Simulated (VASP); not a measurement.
# NaCl (Fm-3m) in VASP: settings compared

One crystal, NaCl, is run at these levels: r2SCAN+rVV10, HSE06, PBE; tasks: relaxation of cell and atoms, electrostatic potential.

Everything below comes from runs of VASP 6.6.1. Logs are shortened: lines on timing, memory, paths and dates and some standing lists are left out, and cuts for length are marked.

### 1 The structure

The structure is cubic, space group Fm-3m (No. 225). Conventional cell: a = 5.600 Å, b = 5.600 Å, c = 5.600 Å, α = 90.00°, β = 90.00°, γ = 90.00°. Na (site symmetry m-3m) has 6 Cl at 2.80 Å as nearest neighbours. Around Cl (site symmetry m-3m) lie 6 Na at 2.80 Å.

The cell was built by a generator and needn't be a form met in nature.

### 2 Relaxation of cell and atoms, r2SCAN+rVV10

Input file INCAR:

```
SYSTEM = NaCl
ALGO = Normal
BPARAM = 11.95
CPARAM = 0.0093
EDIFF = 1E-6
EDIFFG = -0.005
ENCUT = 600
IBRION = 2
ISIF = 3
ISMEAR = 0
IVDW_NL = 2
KPAR = 4
LASPH = .TRUE.
LCHARG = .FALSE.
LMIXTAU = .TRUE.
LREAL = .FALSE.
LUSE_VDW = .TRUE.
LWAVE = .FALSE.
METAGGA = R2SCAN
NELM = 120
NSW = 40
PREC = Accurate
SIGMA = 0.02
```

Input file KPOINTS:

```
k-points
0
G
  8 8 8
  0 0 0
```

Input file POSCAR:

```
NaCl
1.0
    0.0000000000      2.8000000000      2.8000000000
    2.8000000000      0.0000000000      2.8000000000
    2.8000000000      2.8000000000      0.0000000000
Na Cl
1 1
Direct
    0.0000000000      0.0000000000      0.0000000000
    0.5000000000      0.5000000000      0.5000000000
```

Potentials or basis: VASP PAW PBE potentials, release 64 (Na_pv, Cl).

Started as:

```console
cat potpaw_PBE.64/Na_pv/POTCAR potpaw_PBE.64/Cl/POTCAR > POTCAR
mpirun -np 4 vasp_std > vasp.out
```

OUTCAR:

```text
SYSTEM = NaCl
   BPARAM = 11.95
   EDIFF = 1E-6
   EDIFFG = -0.005
   ENCUT = 600
   IBRION = 2
   ISIF = 3
   ISMEAR = 0
   IVDW_NL = 2
   LASPH = .TRUE.
   LREAL = .FALSE.
   METAGGA = R2SCAN
   NELM = 120
   NSW = 40
   PREC = Accurate

 ion  position               nearest neighbor table
   1  0.000  0.000  0.000-
   2  0.500  0.500  0.500-

  LATTYP: Found a face centered cubic cell.
 ALAT       =     5.6000000000

  Lattice vectors:

 A1 = (   0.0000000000,   2.8000000000,   2.8000000000)
 A2 = (   2.8000000000,   0.0000000000,   2.8000000000)
 A3 = (   2.8000000000,   2.8000000000,   0.0000000000)

Analysis of symmetry for initial positions (statically):
=====================================================================
 Subroutine PRICEL returns:
 Original cell was already a primitive cell.

 Routine SETGRP: Setting up the symmetry group for a
 face centered cubic supercell.

 Subroutine GETGRP returns: Found 48 space group operations
 (whereof 48 operations were pure point group operations)
 out of a pool of 48 trial point group operations.

The static configuration has the point symmetry O_h .

Analysis of symmetry for dynamics (positions and initial velocities):
=====================================================================
 Subroutine PRICEL returns:
 Original cell was already a primitive cell.

 Routine SETGRP: Setting up the symmetry group for a
 face centered cubic supercell.

 Subroutine GETGRP returns: Found 48 space group operations
 (whereof 48 operations were pure point group operations)
 out of a pool of 48 trial point group operations.

The dynamic configuration has the point symmetry O_h .

 Subroutine INISYM returns: Found 48 space group operations
 (whereof 48 operations are pure point group operations),
 and found     1 'primitive' translations

----------------------------------------------------------------------------------------

                                     Primitive cell

  volume of cell :      43.9040

[... 103 lines left out ...]
   ISMEAR =     0;   SIGMA  =   0.02  broadening in eV -4-tet -1-fermi 0-gaus
   EFERMI_NEDOS =   21; number of points for ismear=-14 and -15
   IALGO  =     38    algorithm
   IMIX   =      4    mixing-type and parameters
     AMIX     =   0.40;   BMIX     =  1.00
     AMIX_MAG =   1.60;   BMIX_MAG =  1.00
  volume/ion in A,a.u.               =      21.95       148.14
  Fermi-wavevector in a.u.,A,eV,Ry     =   1.118449  2.113562 17.019908  1.250928
  Thomas-Fermi vector in A             =   2.255080
   LORBIT       =      0    0 simple, 1 ext, 2 COOP (PROOUT), +10 PAW based schemes
   METAGGA = R2SCAN    functional components
   LHFCALC =     F    Hartree Fock is set to
   AEXX    =    0.0000 exact exchange contribution
   IVDW_NL    =     2    kernel type
   BPARAM     =11.9500
   IVDW    =     0    specifies the selected vdW correction
   LEPSILON=     F    determine dielectric tensor
   LRPA    =     F    only Hartree local field effects (RPA)
 conjugate gradient relaxation of ions
 non-spin polarized calculation
 Gauss-broadening in eV      SIGMA  =   0.02
  energy-cutoff  :      600.00
  volume of cell :       43.90
 maximum number of plane-waves:      1477
   NGX = 15   NGY = 15   NGZ = 15

--------------------------------------- Ionic step        1  -------------------------------------------

 number of electron      14.0000010 magnetization

 Free energy of the ion-electron system (eV)
  ---------------------------------------------------
  ext. energy  EPLUGINS =         0.00000000
  ---------------------------------------------------
  free energy    TOTEN  =       -13.31976431 eV

  energy without entropy =      -13.31976431  energy(sigma->0) =      -13.31976431

------------------------ aborting loop because EDIFF is reached ----------------------------------------

  FORCE on cell =-STRESS in cart. coord.  units (eV):
  Direction    XX          YY          ZZ          XY          YZ          ZX
  --------------------------------------------------------------------------------------
  -------------------------------------------------------------------------------------
  Total       -0.1942873     -0.1942873     -0.1942873      0.0000000     -0.0000000      0.0000000
  in kB       -7.0900748     -7.0900748     -7.0900748      0.0000000     -0.0000000      0.0000000
  external PRESSURE =      -7.0900748 kB  Pullay stress =       0.0000000 kB
[... 131 lines left out ...]
--------------------------------------- Ionic step        5  -------------------------------------------

 number of electron      14.0000007 magnetization

 Free energy of the ion-electron system (eV)
  ---------------------------------------------------
  ext. energy  EPLUGINS =         0.00000000
  ---------------------------------------------------
  free energy    TOTEN  =       -13.32243653 eV

  energy without entropy =      -13.32243653  energy(sigma->0) =      -13.32243653

 E-fermi :  -0.7336     XC(G=0):  -8.9215

 val. band max:       -0.8980053557   @ k =   0.0000   0.0000   0.0000
 cond. band min:       5.1373719295   @ k =   0.0000   0.0000   0.0000
 fundamental gap:      6.0353772852
 Fermi energy:        -0.7336110789

 k-point     1 :       0.0000    0.0000    0.0000
  band No.  band energies     occupation
      1     -22.2938      2.00000
      2     -22.2934      2.00000
      3     -22.2934      2.00000
      4     -14.2344      2.00000
      5      -0.8980      2.00000
      6      -0.8980      2.00000
      7      -0.8980      2.00000
      8       5.1374      0.00000
      9      10.8520      0.00000
     10      10.8520      0.00000
     11      10.8521      0.00000
[... 309 lines left out ...]
 k-point    24 :      -0.3750    0.2500    0.1250
  band No.  band energies     occupation
      1     -22.3220      2.00000
      2     -22.3030      2.00000
      3     -22.2984      2.00000
      4     -13.8045      2.00000
      5      -2.6930      2.00000
      6      -1.7467      2.00000
      7      -1.3639      2.00000
      8       8.1643      0.00000
      9       9.6826      0.00000
     10      10.2769      0.00000
     11      11.8154      0.00000

 [... further k-points ...]

------------------------ aborting loop because EDIFF is reached ----------------------------------------

  FORCE on cell =-STRESS in cart. coord.  units (eV):
  Direction    XX          YY          ZZ          XY          YZ          ZX
  --------------------------------------------------------------------------------------
  -------------------------------------------------------------------------------------
  Total       -0.0007879     -0.0007879     -0.0007879     -0.0000000     -0.0000000      0.0000000
  in kB       -0.0294652     -0.0294652     -0.0294652     -0.0000000     -0.0000000      0.0000000
  external PRESSURE =      -0.0294652 kB  Pullay stress =       0.0000000 kB
[... 17 lines left out ...]
  FREE ENERGIE OF THE ION-ELECTRON SYSTEM (eV)
  ---------------------------------------------------
  free  energy   TOTEN  =       -13.3224365333 eV

  energy  without entropy=      -13.3224365333  energy(sigma->0) =      -13.32243653

 reached required accuracy - stopping structural energy minimisation
```

It took 4.4 min on 4 MPI ranks of Intel Xeon Platinum 8488C (Sapphire Rapids), shared host; peak memory 0.32 GiB.

Results:

```
Free energy                            : -13.3224 eV
Relaxed volume                         : 21.42 Å³/atom
Relaxed cell                           : a = 3.928 Å, b = 3.928 Å, c = 3.928 Å, α = 60.00°, β = 60.00°, γ = 60.00°
Space group after relaxing (to 0.05 Å) : Fm-3m (No. 225)
Energy gained by relaxing              : 1.3 meV/atom
Ionic steps                            : 5
Pressure after relaxing                : 0.0 GPa
Band gap on the k mesh                 : 6.04 eV, direct
```

The path:
| step | energy change (eV) | largest force (eV/Å) | pressure (GPa) | volume (Å³) |
| --- | --- | --- | --- | --- |
| 1 | 0.0000 | 0.0000 | -0.71 | 43.90 |
| 2 | -0.0021 | 0.0000 | -0.31 | 43.29 |
| 3 | -0.0025 | 0.0000 | -0.13 | 43.04 |
| 4 | -0.0026 | 0.0000 | 0.21 | 42.53 |
| 5 | -0.0027 | 0.0000 | 0.00 | 42.84 |

Final structure:
```
Na Cl
1.0
     0.00000    2.77719    2.77719
     2.77719    0.00000    2.77719
     2.77719    2.77719    0.00000
Na Cl
1 1
Direct
  0.00000 0.00000 0.00000
  0.50000 0.50000 0.50000
```

Caveat: the PAW data sets were made with another functional, which shifts forces and pressure a little. r2SCAN opens gaps a little over a GGA but as a rule still falls short of measured ones.

### 3 Electrostatic potential, r2SCAN+rVV10

This run uses another cell than the first one, of 21.42 Å³/atom, 0.976 times its volume.

Input file INCAR:

```
SYSTEM = NaCl
PREC = Accurate ; ENCUT = 520
EDIFF = 1E-6 ; ISMEAR = 0
SIGMA = 0.02 ; LREAL = .False.
LASPH = .True. ; NELM = 100
ALGO = Normal ; ISIF = 2
LWAVE = .False. ; LCHARG = .True.
METAGGA = R2SCAN ; LMIXTAU = .True.
LUSE_VDW = .True. ; IVDW_NL = 2
BPARAM = 11.95 ; CPARAM = 0.0093
LVHAR = .True. ; KPAR = 4
```

Input file KPOINTS:

```
Automatic mesh
0
Gamma
  8 8 8
  0 0 0
```

Input file POSCAR:

```
NaCl                                    
1.0
    0.0000000000      2.7771875566      2.7771875566
    2.7771875566      0.0000000000      2.7771875566
    2.7771875566      2.7771875566      0.0000000000
  Na              Cl            
     1     1
Direct
     0.0000000000000000    0.0000000000000000    0.0000000000000000
     0.5000000000000000    0.5000000000000000    0.5000000000000000
```

Potentials or basis: VASP PAW PBE potentials, release 64 (Na_pv, Cl).

Started as:

```console
cat potpaw_PBE.64/Na_pv/POTCAR potpaw_PBE.64/Cl/POTCAR > POTCAR
mpirun -np 4 vasp_std > vasp.out
```

It took 79 s on 4 MPI ranks of Intel Xeon Platinum 8488C (Sapphire Rapids), shared host; peak memory 0.27 GiB.

It converged, with:

```yaml
Free_energy: -13.3207 eV
Pressure: 0.0 GPa
Band_gap_on_the_k_mesh: 6.03 eV, direct
```

Levels at points of the mesh, in eV from the valence-band top:
```tsv
k point	band 4	band 5	band 6	band 7	band 8	band 9	band 10	band 11
(0.00, 0.00, 0.00)	-13.34	0.00	0.00	0.00	6.03	11.75	11.75	11.75
(0.50, 0.00, 0.00)	-12.94	-2.08	-0.31	-0.31	7.95	11.83	11.83	11.93
(0.50, 0.50, 0.00)	-12.89	-1.83	-0.66	-0.66	8.49	8.52	12.48	16.28
```

Caveat: the PAW data sets were made with another functional, which shifts forces and pressure a little.

### 4 Electrostatic potential, HSE06

This run uses another cell than the first one, of 21.42 Å³/atom, 0.976 times its volume.

POSCAR is that of step 3.

Input file INCAR.step1:

```
SYSTEM = NaCl
PREC = Accurate ; ENCUT = 520
EDIFF = 1E-5 ; ISMEAR = 0
SIGMA = 0.02 ; LREAL = .False.
LASPH = .True. ; NELM = 100
ALGO = Normal ; ISIF = 2
LWAVE = .True. ; GGA = PE
KPAR = 4
```

Input file INCAR.step2:

```
SYSTEM = NaCl
PREC = Accurate ; ENCUT = 520
EDIFF = 1E-6 ; ISMEAR = 0
SIGMA = 0.02 ; LREAL = .False.
LASPH = .True. ; NELM = 100
ALGO = Normal ; ISIF = 2
LWAVE = .False. ; LCHARG = .True.
GGA = PE ; LHFCALC = .True.
HFSCREEN = 0.2 ; PRECFOCK = Fast
LVHAR = .True. ; ISTART = 1
KPAR = 4
```

Input file KPOINTS:

```
Automatic mesh
0
Gamma
  6 6 6
  0 0 0
```

Started as:

```console
cat potpaw_PBE.64/Na_pv/POTCAR potpaw_PBE.64/Cl/POTCAR > POTCAR
cp INCAR.step1 INCAR
mpirun -np 4 vasp_std > vasp.out
cp INCAR.step2 INCAR
mpirun -np 4 vasp_std > vasp.out
```

Wall time 71 s (4 MPI ranks of Intel Xeon Platinum 8488C (Sapphire Rapids), shared host); peak memory 0.25 GiB.

It converged, with:

```
Free energy            : -7.8839 eV
Pressure               : 1.5 GPa
Band gap on the k mesh : 6.69 eV, direct
```

Levels at points of the mesh, in eV from the valence-band top:
```csv
k point,band 4,band 5,band 6,band 7,band 8,band 9,band 10,band 11
"(0.00, 0.00, 0.00)",-13.97,0.00,0.00,0.00,6.69,12.70,12.70,12.70
"(0.50, 0.00, 0.00)",-13.55,-2.20,-0.31,-0.31,8.74,12.65,12.65,12.67
"(0.50, 0.50, 0.00)",-13.49,-1.92,-0.69,-0.69,9.16,9.40,13.27,16.95
```

Caveat: the PAW data sets were made with another functional, which shifts forces and pressure a little.

(Continued in part 2 of 2.)
